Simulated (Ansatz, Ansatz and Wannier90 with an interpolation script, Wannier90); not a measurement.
**From a coarse GW mesh to bands everywhere: CdSe (Cadmoselite)**

Aim: the G0W0 bands of CdSe (Cadmoselite) along the symmetry lines, with the gap off the mesh.

Method: r2SCAN, Wannier functions and G0W0, plane waves, PAW, in Ansatz 0.2.0.

The database entry behind the starting cell differs from later determinations by our own check (inner coordinate of an old entry), so it need not match the best structure at ambient conditions.

### Step 1. Set-up

It takes space group P6_3mc (No. 186, hexagonal). Conventional cell: a = 4.300 Å, b = 4.300 Å, c = 7.020 Å, α = 90.00°, β = 90.00°, γ = 120.00°. Cd has 4 Se at 2.61 to 2.70 Å nearest. Nearest to Se lie 4 Cd at 2.61 to 2.70 Å. Farther neighbours and most contacts between anions are not listed.

The cell and positions come from the Crystallography Open Database and are kept as given unless a step says otherwise. The default PAW set here is soft_2. Its files were made with PBE.

### Step 2. r2SCAN bands

Levels along a band path, at the cheap level, show where the edges lie and whether the meshes to come will hold them.

This step: DFT, r2SCAN, plane waves, PAW.

Input file input.yaml:

```yaml
crystal:
  lattice:
    - [4.3, 0.0, 0.0]
    - [-2.15, 3.72390924, 0.0]
    - [0.0, 0.0, 7.02]
  atoms:
    - { symbol: Cd, position: [0.33333333, 0.66666667, 0.0] }
    - { symbol: Cd, position: [0.66666667, 0.33333333, 0.5] }
    - { symbol: Se, position: [0.33333333, 0.66666667, 0.385] }
    - { symbol: Se, position: [0.66666667, 0.33333333, 0.885] }
kpoints:
  mp_grid: { grid: [6, 6, 4] }
  band_path:
    path:
      - [[0.0, 0.0, 0.0], [0.5, 0.0, 0.0], [0.33333333, 0.33333333, 0.0], [0.0, 0.0, 0.0], [0.0, 0.0, 0.5], [0.5, 0.0, 0.5], [0.33333333, 0.33333333, 0.5], [0.0, 0.0, 0.5]]
      - [[0.5, 0.0, 0.5], [0.5, 0.0, 0.0]]
      - [[0.33333333, 0.33333333, 0.5], [0.33333333, 0.33333333, 0.0]]
    npoints: 10
hamiltonian:
  xc: r2scan
scf:
  occupations: { method: fermi_dirac, width: 0.02 }
  n_extra_bands: 59
output:
  eigenvalues: true
  fatbands: true
  write_density: true
  write_potential: true
  elf: true
  volumetric_format: npy
```

Command:

```
ansatz run input.yaml --threads 8 --pin off --max-ram 18432MiB --backend cpu --events-out ev --progress --plain --runs-dir out
```

Numbers of over 12 decimals in the logs are rounded to 6 here.

Output:

```text
scf.n_extra_bands = 59 over 36 filled bands (N_el = 72.0): the run solves 95 bands
Engine: ansatz 0.2.0, aarch64-unknown-linux-gnu
Pseudopotentials: kind: paw
Pseudopotential: Cd, paw, valence charge 20, recommended cutoff 500 eV (meta_gga), Cd.paw.azcp
Pseudopotential: Se, paw, valence charge 16, recommended cutoff 500 eV (meta_gga), Se.paw.azcp
Functional definition: r2SCAN
  parameter k0 = 0.174
  parameter k1 = 0.065
  parameter a1 = 4.9479
  exchange = r2scan_x(k0 = k0, k1 = k1, a1 = a1)
  correlation = r2scan_c
Crystal: 4 atoms, lattice volume = 112.410 Å³
Basis set: ecut = 500 eV, 2863 PW (Γ), exchange–correlation on 128×128×216 points (64 copies of the dense FFT grid, shifted against one another)
Bands: 95, of which v1, the nominal top of the filled ones, is band 36 counted from 1 (35 counted from 0)
Symmetry: 12 space group operations
Space group: P63mc (ITA 186), of the structure as read, at distance tolerance 4.8e-5 Å
k-points: 21 of 144 (time reversal used)
Non-local potential: Cd, projectors of the file, l = 0: 3, l = 1: 2, l = 2: 2, l = 3: 1
Non-local potential: Se, projectors of the file, l = 0: 2, l = 1: 2, l = 2: 3, l = 3: 1
PAW form: soft (Blöchl's): semilocal exchange-correlation on the pseudo side does not see the compensation charge
PAW frozen core: Cd, regenerated for the run's functional (the file was generated under x = pbe(κ = 0.804, μ = 0.219515), c = pbe(β = 0.066725))
PAW frozen core: Se, regenerated for the run's functional (the file was generated under x = pbe(κ = 0.804, μ = 0.219515), c = pbe(β = 0.066725))
PAW one-centre angular grid: Cd, 590 points (default); XC on 160 Gauss nodes
PAW one-centre angular grid: Se, 590 points (default); XC on 160 Gauss nodes
Initial density: superposition of atomic densities (neutral atoms: chi_scale 0, normalization atom), corrected by the library's trained network
Initial wavefunctions: pseudopotential atomic-orbital guess
Functional: x = r2scan, c = r2scan; τ floored in thin density (d = 2e-4 eV/Å³)
SCF iter   1: F=—  HF=-27495.619564 eV  |F-HF|=—  |Δ(HF+E_count)|=         —  Δρ=5.26e-3  dr2=1.94e-2  dr2_τ=3.10e-2  ethr=1.77e-3  ⟨swp⟩=6.5  Hψ=8510  notcnv=0  defer=600
preconditioner: auto → Resta (q_TF=auto, 2.533 Å⁻¹)  ε∞=1.6  [insulator: Δε(μ)=1.201 eV  Ē_g=28.038 eV  σ=0.020 eV  W_gap=1.00  n_scr=34 (ndim 8)  ℏωp=21.0 eV  f_vac=0.201  D(μ)=0.00/eV (n_scr^D=0)  ε∞_Penn≈1.6]
SCF iter   2: F=—  HF=-27495.635614 eV  |F-HF|=—  |Δ(HF+E_count)|=   1.60e-2  Δρ=2.69e-3  dr2=3.59e-3  dr2_τ=8.96e-4  ethr=2.69e-5  ⟨swp⟩=2.0  Hψ=2832  notcnv=0  defer=1095
SCF iter   3: F=—  HF=-27495.637473 eV  |F-HF|=—  |Δ(HF+E_count)|=   1.86e-3  Δρ=8.60e-4  dr2=4.84e-4  dr2_τ=5.37e-5  ethr=4.99e-6  ⟨swp⟩=2.5  Hψ=1491  notcnv=0  defer=1095
SCF iter   4: F=—  HF=-27495.637700 eV  |F-HF|=—  |Δ(HF+E_count)|=   2.27e-4  Δρ=1.32e-4  dr2=1.49e-5  dr2_τ=1.08e-6  ethr=6.72e-7  ⟨swp⟩=2.6  Hψ=1586  notcnv=0  defer=1095
SCF iter   5: F=—  HF=-27495.637725 eV  |F-HF|=—  |Δ(HF+E_count)|=   2.49e-5  Δρ=4.35e-5  dr2=1.94e-6  dr2_τ=8.14e-8  ethr=2.08e-8  ⟨swp⟩=2.0  Hψ=1634  notcnv=0  defer=1095
SCF iter   6: F=-27495.637727 eV  HF=-27495.637727 eV  |F-HF|=2.53e-8  |Δ(HF+E_count)|=   1.43e-6  Δρ=7.47e-6  dr2=4.39e-8  dr2_τ=3.22e-9  ethr=1.39e-10  ⟨swp⟩=9.5  Hψ=11641  notcnv=0
SCF 1 converged in 6 iterations: F = -27495.637727 eV  dr2 = 4.39e-8
[...]
NSCF: frozen V_eff on 93 k-points
SCF converged after 6 iterations
Free energy (F): -27495.637727 eV
Harris-Foulkes:  -27495.637727 eV  (|F-HF|=2.53e-8)
Internal energy: -27495.637727 eV  (E = F + TS)
E sigma→0 (E₀):  -27495.637727 eV
Fermi energy:    7.788553 eV
--- Per-component energies (eV) ---
  E_band       = -1854.936380
  E_kinetic    = 1249.678020
  E_local      = -12784.284851  (includes V_loc(G=0)·N_el)
  E_nonlocal   = -1121.570463
  E_hartree    = 6084.562688
  E_xc         = -533.862847
  E_vxc        = -704.121367  (∫ρ·V_xc dr)
  E_paw        = -12062.498022  (= ΣΔE_a)
  E_vpaw       = -708.800567  (= ΣTr[D̂ρ^β])
  E_aug_tail   = -0.000405  (compensation charges beyond the density's cutoff)
  E_vtau       = 45.053281  (kinetic-family band-sum trace: ∫τ·v_τ [+ j·A + Jᵃ·Aᵃ] dr)
  E_ewald      = -8323.002766
  E_core_change = -4.659082  (= ΣΔE_core)
  E_smearing   = -0.000000  (= −TS)
  E_closure    = -0.000000  (closes the sum)
  Σ components = -27495.637727   (vs F -27495.637727, Δ=0.00e0)
--- Band table (eV; the first three rows and the last of 21) ---
  k-point 0: bands = [... 32 lower, 6.4593, 7.1677, 7.1809, 7.1809, 8.3776, 9.7801, 13.5940, 13.5940, ... 55 higher]
  k-point 1: bands = [... 32 lower, 6.5585, 6.5585, 7.0681, 7.0681, 9.3271, 9.8866, 13.3902, 13.6694, ... 55 higher]
  k-point 2: bands = [... 32 lower, 6.8065, 6.8065, 6.8065, 6.8065, 9.9902, 9.9902, 13.4645, 13.4645, ... 55 higher]
  k-point 20: bands = [... 32 lower, 4.6552, 4.6552, 6.1074, 6.1074, 11.4668, 11.4668, 13.4055, 13.4055, ... 55 higher]
```

It took 29 s on 8 threads of Arm Neoverse V2, shared host; peak memory 1.5 GiB; 3.8 min of CPU time.

Numbers from this step:

- filled bands: 36
- gap: 1.197 eV
- valence top at: Γ
- conduction bottom at: Γ
- least direct gap: 1.197 eV

The gap is direct, at Γ.

The electronic bands at the labelled points (eV, zero at the top of the highest nominally filled band):

```csv
point,band 33,band 34,band 35,band 36,band 37,band 38,band 39,band 40
Γ,-0.72,-0.01,0.00,0.00,1.20,2.60,6.41,6.41
halfway,-2.12,-1.36,-0.45,-0.43,3.07,3.89,5.61,6.36
M,-2.59,-1.88,-1.25,-0.84,3.69,3.70,5.13,6.66
halfway,-2.68,-2.17,-1.42,-1.33,4.41,4.67,4.97,6.62
K,-3.12,-1.81,-1.81,-1.81,4.66,5.30,5.30,7.41
halfway,-2.51,-1.70,-0.76,-0.57,3.53,4.55,5.54,5.88
Γ,-0.72,-0.01,0.00,0.00,1.20,2.60,6.41,6.41
halfway,-0.62,-0.62,-0.11,-0.11,2.15,2.71,6.21,6.49
A,-0.37,-0.37,-0.37,-0.37,2.81,2.81,6.28,6.28
halfway,-1.35,-1.35,-0.92,-0.92,3.85,3.85,5.41,5.41
L,-1.40,-1.40,-1.30,-1.30,3.40,3.40,5.22,5.22
halfway,-2.05,-2.05,-1.14,-1.14,3.95,3.95,5.68,5.68
H,-2.53,-2.53,-1.07,-1.07,4.29,4.29,6.22,6.22
halfway,-1.39,-1.39,-1.22,-1.22,4.23,4.23,5.41,5.41
A,-0.37,-0.37,-0.37,-0.37,2.81,2.81,6.28,6.28
jump to L,-1.40,-1.40,-1.30,-1.30,3.40,3.40,5.22,5.22
halfway,-2.11,-1.75,-1.07,-1.01,3.27,3.76,5.57,5.65
M,-2.59,-1.88,-1.25,-0.84,3.69,3.70,5.13,6.66
jump to H,-2.53,-2.53,-1.07,-1.07,4.29,4.29,6.22,6.22
halfway,-2.95,-2.04,-1.44,-1.44,4.81,4.81,5.13,6.91
K,-3.12,-1.81,-1.81,-1.81,4.66,5.30,5.30,7.41
```

Valence density in the ac plane at fractional y = 0.333, with atoms of Cd and Se within 0.2 Å of it. It is the smooth field of the valence electrons, not physical close to the nuclei.

Ten steps, logarithmic in the rise over the least value, from '0' (0 e/Å³) to '9' (33 e/Å³), each cell a mean:
```
00000112465321
00000124798521
00000124898521
00000113576421
00000012343210
00000001121100
00000000111100
00000001121100
00000012454310
00000014787521
00000125898631
00000125788631
01111113566421
01110001232110
00000000000000
00000000000000
00000000000000
00000000000000
00000000000000
00000000000000
00000000111100
00000011222110
```
Columns run along a (4.3 Å), rows up along c (7.0 Å). Atoms in or near the plane, at fractional coordinates: Cd at (0.67, 0.50), Se at (0.67, 0.88).

ELF in the ac plane at fractional y = 0.333, with atoms of Cd and Se within 0.2 Å of it. It is the smooth field of the valence electrons, not physical close to the nuclei.

Ten even steps from '0' (0.02) to '9' (0.87), each cell a mean:
```
21112589867887
31113688524798
41113788413788
41013788756887
31002688989987
10001468888874
00000123444332
00000011121111
11111112444321
12332124676521
24553125798631
46765224787521
57776313565422
67776312333212
57776421111113
45665310010012
23443100000001
11111000000000
00110000111000
11111123455421
11111247777753
11111378888875
```
Columns run along a (4.3 Å), rows up along c (7.0 Å). Atoms in or near the plane, at fractional coordinates: Cd at (0.67, 0.50), Se at (0.67, 0.88).

### Step 3. Overlaps and projections on 12×12×8

This step: overlaps and projections of r2SCAN states for Wannier90, plane waves, PAW.

input.yaml, the sections that differ from step 2:

```yaml
kpoints:
  mp_grid: { grid: [6, 6, 4] }
scf:
  occupations: { method: fixed }
  n_extra_bands: 59
output:
  wannier:
    kmesh: [12, 12, 8]
    projections: [{ species: Cd, l: s, shell: 5 }, { species: Se, l: p, shell: 4 }]
    minimise: false
    seedname: w
    disentanglement: { window: [2.7, 14.52], frozen_window: [2.7, 9.78] }
# crystal, hamiltonian: as in step 2
```

Output:

```text
[...]
Crystal: 4 atoms, lattice volume = 112.410 Å³
Basis set: ecut = 500 eV, 2863 PW (Γ), exchange–correlation on 128×128×216 points (64 copies of the dense FFT grid, shifted against one another)
Bands: 95, of which v1, the nominal top of the filled ones, is band 36 counted from 1 (35 counted from 0)
Symmetry: 12 space group operations
[...]
k-points: 21 of 144 (time reversal used)
[...]
--- Band table (eV; the first three rows and the last of 21) ---
  k-point 0: bands = [... 32 lower, 6.4593, 7.1677, 7.1809, 7.1809, 8.3776, 9.7801, 13.5940, 13.5940, ... 55 higher]
  k-point 1: bands = [... 32 lower, 6.5585, 6.5585, 7.0681, 7.0681, 9.3271, 9.8866, 13.3902, 13.6694, ... 55 higher]
  k-point 2: bands = [... 32 lower, 6.8065, 6.8065, 6.8065, 6.8065, 9.9902, 9.9902, 13.4645, 13.4645, ... 55 higher]
  k-point 20: bands = [... 32 lower, 4.6552, 4.6552, 6.1074, 6.1074, 11.4668, 11.4668, 13.4055, 13.4055, ... 55 higher]
[key lines of the parts left out:]
SCF converged after 6 iterations
Free energy (F): -27495.637727 eV
Fermi energy:    7.180906 eV
```

Elapsed: 53 s, on 8 threads; peak memory 6.1 GiB.

(Part 1 of 3 ends here.)

[Paths, hosts, dates, memory and timing lines, banners, echoed tables and standing remarks are left out of the program output.]

[Logs are printed without paths, hosts, clocks, repeated set-up lines and the standing remarks that a program may print on its own settings, such as how far it seeks lower states.]

[Runs of the session that timed out or met a known fault of the program may be left out.]

[Hosts, paths, dates, database ids (printed as entryN), source tags and the programs' standing remarks are cut or masked in the printed files.]
